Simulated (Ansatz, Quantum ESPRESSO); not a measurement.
# 1 layers of Li in Pt(111), on the host's sites: ballistic transmission, part 3 of 4

How well does the junction conduct in the ballistic limit? It is: 1 layers of Li in Pt(111), on the host's sites.

Quantum ESPRESSO 7.5; plane-wave DFT, PBE, GBRV ultrasoft pseudopotentials; cross-check by Ansatz 0.2.0 with PAW datasets.

So far. Step 3 (Transmission with pwcond.x): The run is unpolarised; a magnetic state was not tried, may lie lower and would change T. Step 3 (Transmission with pwcond.x): At no point does T exceed the number of channels.

### 4. The open system, with ewind = 2.0 and epsproj = 0.001

Level of this step: transmission by pwcond, lead and junction from one cell; plane-wave DFT, PBE, GBRV ultrasoft pseudopotentials (Quantum ESPRESSO).

A sensitivity test on the input.

Input file cond.w.in:

```
&inputcond
  outdir = './out'
  prefixt = 'scf'
  tran_file = 'cond.w.dat'
  bdl = 2.4494897442
  bds = 17.3923318915
  ikind = 1
  ewind = 2.0
  epsproj = 0.001
  nz1 = 7
  energy0 = 0.4
  denergy = -0.4
/
10
  0.00000000 0.00000000 0.01562500
  0.00000000 0.12500000 0.09375000
  0.00000000 0.25000000 0.09375000
  0.00000000 0.37500000 0.09375000
  0.00000000 0.50000000 0.04687500
  0.12500000 0.25000000 0.09375000
  0.12500000 0.37500000 0.18750000
  0.12500000 0.50000000 0.18750000
  0.25000000 0.50000000 0.09375000
  0.25000000 0.62500000 0.09375000
3
```

Run with:

```
$ OMP_NUM_THREADS=1 mpirun -n 8 pwcond.x -in cond.w.in > cond.w.out
```

Log:

```text
[banner, memory and clock lines left out]
Program PWCOND v.7.5 starts
[citation notice left out]

[...]
./out/scf.save/

[...]
negative rho (up, down):  3.456E+00 0.000E+00
     Reading collected, re-writing distributed wavefunctions

===== INPUT FILE containing all the regions =====

     GEOMETRY:

     lattice parameter (alat)  =       5.3049  a.u.
     the volume                =    2248.5967 (a.u.)^3
     the cross section         =      24.3713 (a.u.)^2
     l of the unit cell        =      17.3923 (alat)
     number of atoms/cell      =           21
     number of atomic types    =            2

     crystal axes: (cart. coord. in units of alat)
               a(1) = (  1.0000  0.0000  0.0000 )
               a(2) = (  0.5000  0.8660  0.0000 )
               a(3) = (  0.0000  0.0000 17.3923 )

   Cartesian axes

     site n.     atom                  positions (alat units)
          1        Pt     tau(  1)=(  0.0000  0.0000 17.3923  )
          2        Pt     tau(  2)=(  0.5000  0.2887  0.8165  )
          3        Pt     tau(  3)=(  1.0000  0.5774  1.6330  )
          4        Pt     tau(  4)=(  0.0000  0.0000  2.4495  )
          5        Pt     tau(  5)=(  0.5000  0.2887  3.2660  )
          6        Pt     tau(  6)=(  1.0000  0.5774  4.0825  )
          7        Pt     tau(  7)=(  0.0000  0.0000  4.8990  )
          8        Pt     tau(  8)=(  0.5000  0.2887  5.7155  )
          9        Pt     tau(  9)=(  1.0000  0.5774  6.5320  )
         10        Li     tau( 10)=(  0.0000  0.0000  7.4714  )
         11        Pt     tau( 11)=(  0.5000  0.2887  8.4109  )
         12        Pt     tau( 12)=(  1.0000  0.5774  9.2274  )
         13        Pt     tau( 13)=(  0.0000  0.0000 10.0439  )
         14        Pt     tau( 14)=(  0.5000  0.2887 10.8604  )
         15        Pt     tau( 15)=(  1.0000  0.5774 11.6769  )
         16        Pt     tau( 16)=(  0.0000  0.0000 12.4934  )
         17        Pt     tau( 17)=(  0.5000  0.2887 13.3098  )
         18        Pt     tau( 18)=(  1.0000  0.5774 14.1263  )
         19        Pt     tau( 19)=(  0.0000  0.0000 14.9428  )
         20        Pt     tau( 20)=(  0.5000  0.2887 15.7593  )
         21        Pt     tau( 21)=(  1.0000  0.5774 16.5758  )

     nr1s                      =           24
     nr2s                      =           24
     nr3s                      =          375
     nr1sx                     =           24
     nr2sx                     =           24
     nr3sx                     =          375
     nr1                       =           24
     nr2                       =           24
     nr3                       =          432
     nr1x                      =           24
     nr2x                      =           24
     nr3x                      =          432

 _______________________________
  Radii of nonlocal spheres:

     type       ibeta     ang. mom.          radius (alat units)
       Pt         1         0                    0.4683
       Pt         2         0                    0.4683
       Pt         3         1                    0.4683
       Pt         4         1                    0.4683
       Pt         5         2                    0.4683
       Pt         6         2                    0.4683
       Li         1         0                    0.3801
       Li         2         0                    0.3801
       Li         3         0                    0.3801
       Li         4         1                    0.3801
       Li         5         1                    0.3801
----- General information -----

--- T calc. with identical leads (ikind=1) ---

     nrx                       =           24
     nry                       =           24
     nz1                       =            7

     energy0               =         4.0E-01
     denergy               =        -4.0E-01
     nenergy               =          3
     ecut2d                =         4.0E+01
     ewind                 =         2.0E+00
     epsproj               =         1.0E-03

     number of k_|| points=   10
                       cryst. coord.
        k(    1) = (   0.0000000   0.0000000), wk =   0.0156250
        k(    2) = (   0.0000000   0.1250000), wk =   0.0937500
[...]
k(   10) = (   0.2500000   0.6250000), wk =   0.0937500
----- Information about left/right lead -----

     nocros                   =           18
     noins                    =           36
     norb                     =           72
     norbf                    =          333
     nrz                      =           53

      iorb      type   ibeta   ang. mom.   m       position (alat)
        1        1       1        0        1   taunew(   1)=(  0.0000  0.0000  0.0000)
        2        1       2        0        1   taunew(   2)=(  0.0000  0.0000  0.0000)
[...]
72        1       6        2        5   taunew(  72)=(  0.0000  0.0000  2.4495)
    k slab    z(k)  z(k+1)     crossing(iorb=1,norb)
    1   0.0000 0.0462 0.0462   111111111111111111000000000000000000000000000000000000000000000000000000
    2   0.0462 0.0924 0.0462   111111111111111111000000000000000000000000000000000000000000000000000000
[...]
53   2.4033 2.4495 0.0462   000000000000000000000000000000000000000000000000000000111111111111111111
----- Information about scattering region -----

     noins                    =          297
     norb                     =          333
     norbf                    =          333
     nrz                      =          322

      iorb      type   ibeta   ang. mom.   m       position (alat)
        1        1       1        0        1   taunew(   1)=(  0.0000  0.0000 -0.0000)
        2        1       2        0        1   taunew(   2)=(  0.0000  0.0000 -0.0000)
[...]
333        1       6        2        5   taunew( 333)=(  0.0000  0.0000 14.9428)
 ngper, shell number =           85          11
 ngper, n2d =           85          43
---  E-Ef =    0.4000000  k =    0.0000000   0.0000000
---  ie =          1  ik =          1
 Nchannels of the left tip =            0
 Right moving states:
   k1(2pi/a)   k2(2pi/a)   E-Ef (eV)
 Left moving states:
   k1(2pi/a)   k2(2pi/a)   E-Ef (eV)

 to transmit
          E-Ef(ev), T =    0.4000000   0.0000000
---  E-Ef =    0.0000000  k =    0.0000000   0.0000000
---  ie =          2  ik =          1
 Nchannels of the left tip =            2
 Right moving states:
   k1(2pi/a)   k2(2pi/a)   E-Ef (eV)
   0.4136773   0.0000001   0.0000000
   0.4136773   0.0000001   0.0000000
 Left moving states:
   k1(2pi/a)   k2(2pi/a)   E-Ef (eV)
  -0.4136773   0.0000001   0.0000000
  -0.4136773   0.0000001   0.0000000

 to transmit
 Band j to band i transmissions and reflections:
    j         i     |T_ij|^2    |R_ij|^2

    1 -->     1     0.00000     0.01394
    1 -->     2     0.00000     0.98606
   Total T_j, R_j =    0.00000  1.00000

    2 -->     1     0.00000     0.98606
    2 -->     2     0.00000     0.01394
   Total T_j, R_j =    0.00000  1.00000

E-Ef(ev), T(x2 spins) =    0.0000000   0.0000000
---  E-Ef =   -0.4000000  k =    0.0000000   0.0000000
---  ie =          3  ik =          1
 Nchannels of the left tip =            3
 Right moving states:
   k1(2pi/a)   k2(2pi/a)   E-Ef (eV)
   0.1558288   0.0000001  -0.4000000
   0.1558288   0.0000001  -0.4000000
   0.4482022   0.0000002  -0.4000000
 Left moving states:
   k1(2pi/a)   k2(2pi/a)   E-Ef (eV)
  -0.1558288   0.0000001  -0.4000000
  -0.1558288   0.0000001  -0.4000000
  -0.4482022   0.0000002  -0.4000000

 to transmit
 Band j to band i transmissions and reflections:
    j         i     |T_ij|^2    |R_ij|^2

    1 -->     1     0.00000     0.97085
    1 -->     2     0.00000     0.02915
    1 -->     3     0.00000     0.00000
   Total T_j, R_j =    0.00000  1.00000

    2 -->     1     0.00000     0.02915
    2 -->     2     0.00000     0.97085
    2 -->     3     0.00000     0.00000
   Total T_j, R_j =    0.00000  1.00000

    3 -->     1     0.00000     0.00000
    3 -->     2     0.00000     0.00000
    3 -->     3     0.98995     0.01005
   Total T_j, R_j =    0.98995  0.01005

E-Ef(ev), T(x2 spins) =   -0.4000000   1.9799048
 ngper, shell number =           79          42
 ngper, n2d =           79          48
[... further energies and points left out ...]
---  E-Ef =    0.4000000  k =    0.2500000   0.6250000
---  ie =          1  ik =         10
 Nchannels of the left tip =            0
 Right moving states:
   k1(2pi/a)   k2(2pi/a)   E-Ef (eV)
 Left moving states:
   k1(2pi/a)   k2(2pi/a)   E-Ef (eV)

 to transmit
          E-Ef(ev), T =    0.4000000   0.0000000
---  E-Ef =    0.0000000  k =    0.2500000   0.6250000
---  ie =          2  ik =         10
 Nchannels of the left tip =            2
 Right moving states:
   k1(2pi/a)   k2(2pi/a)   E-Ef (eV)
   0.2206274  -0.0000001   0.0000000
  -0.4813430  -0.0000002   0.0000000
 Left moving states:
   k1(2pi/a)   k2(2pi/a)   E-Ef (eV)
  -0.2206274  -0.0000001   0.0000000
   0.4813430  -0.0000002   0.0000000

 to transmit
 Band j to band i transmissions and reflections:
    j         i     |T_ij|^2    |R_ij|^2

    1 -->     1     0.00116     0.37151
    1 -->     2     0.00076     0.62657
   Total T_j, R_j =    0.00192  0.99808

    2 -->     1     0.00078     0.62657
    2 -->     2     0.00308     0.36958
   Total T_j, R_j =    0.00385  0.99615

E-Ef(ev), T(x2 spins) =    0.0000000   0.0115532
---  E-Ef =   -0.4000000  k =    0.2500000   0.6250000
---  ie =          3  ik =         10
 Nchannels of the left tip =            2
 Right moving states:
   k1(2pi/a)   k2(2pi/a)   E-Ef (eV)
   0.2401029  -0.0000001  -0.4000000
   0.2683053  -0.0000001  -0.4000000
 Left moving states:
   k1(2pi/a)   k2(2pi/a)   E-Ef (eV)
  -0.2401029  -0.0000001  -0.4000000
  -0.2683053  -0.0000001  -0.4000000

 to transmit
 Band j to band i transmissions and reflections:
    j         i     |T_ij|^2    |R_ij|^2

    1 -->     1     0.00729     0.43448
    1 -->     2     0.00268     0.55556
   Total T_j, R_j =    0.00996  0.99004

    2 -->     1     0.00286     0.55556
    2 -->     2     0.00189     0.43969
   Total T_j, R_j =    0.00474  0.99526

E-Ef(ev), T(x2 spins) =   -0.4000000   0.0294107
   T_tot     0.40000      0.50872E+00
   T_tot     0.00000      0.34040E+00
   T_tot    -0.40000      0.42402E+00

[...]
```

Wall time 40 s (8 MPI ranks of Arm Neoverse N1, shared host); peak memory 0.57 GiB.

The changed values were drawn from a wide range, not chosen for quality; the comparison shows what they did here together.

Beside the run it was changed from:

```
                                  quantity  this run  unchanged run  difference
 transmission at the Fermi level, one spin    0.1702         0.1644      0.0058
lead channels at the Fermi level, one spin         2          2.141       -0.14
                             wall time (s)        40             74
```

Over all energies T moves by up to 0.0058, at 0 eV.

The physical values in this table move by up to 6.6 %.

(Continued in part 4 of 4.)

[Logs are printed without paths, hosts, clocks, repeated set-up lines and the standing remarks that a program may print on its own settings, such as how far it seeks lower states.]

[Hosts, paths, dates, database ids (printed as entryN), source tags and the programs' standing remarks are cut or masked in the printed files.]

[Maps of the electrostatic potential energy from Ansatz leave out the sawtooth potential of an applied field or a dipole correction, so their vacuum need not be flat; planar profiles and work functions include it.]
